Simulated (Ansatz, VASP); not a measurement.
# Two plane-wave programs on ZnS

```xyz
4
Lattice="3.8455 0.0000 0.0000 -1.9227 3.3303 0.0000 0.0000 0.0000 6.3053" Properties=species:S:1:pos:R:3 pbc="T T T"
Zn    0.0000    2.2202    0.0329
Zn    1.9227    1.1101    3.1856
S     0.0000    2.2202    2.3946
S     1.9227    1.1101    5.5473
```

Alike in both runs: task single point; functional PBE; k mesh 12 × 12 × 4; occupations gaussian, width 0.05 eV; no spin polarisation.

|  | VASP | Ansatz |
| --- | --- | --- |
| version | VASP 6.6.1 | Ansatz 0.2.0 |
| potentials or method | VASP PAW PBE potentials, release 64 (Zn, S) | scalar-relativistic, plane waves, PAW |
| plane-wave cutoff (eV) | 520 | 420 |
| valence electrons in the cell | 36 | 36 |

|  | VASP | Ansatz | Ansatz less VASP |
| --- | --- | --- | --- |
| gap on the k mesh at the Fermi level (eV) | 2.08 | 2.08 | -0.003 |
| least direct gap on the mesh (eV) | 2.08 | 2.08 | -0.003 |
| pressure (GPa) | 0.1 | 0.0 | -0.14 |

The functional is the same, so the differences come from potentials, cutoffs and numerics.

A k mesh can miss the band edges. A hybrid or GW would open this gap; PBE tends to underestimate it.
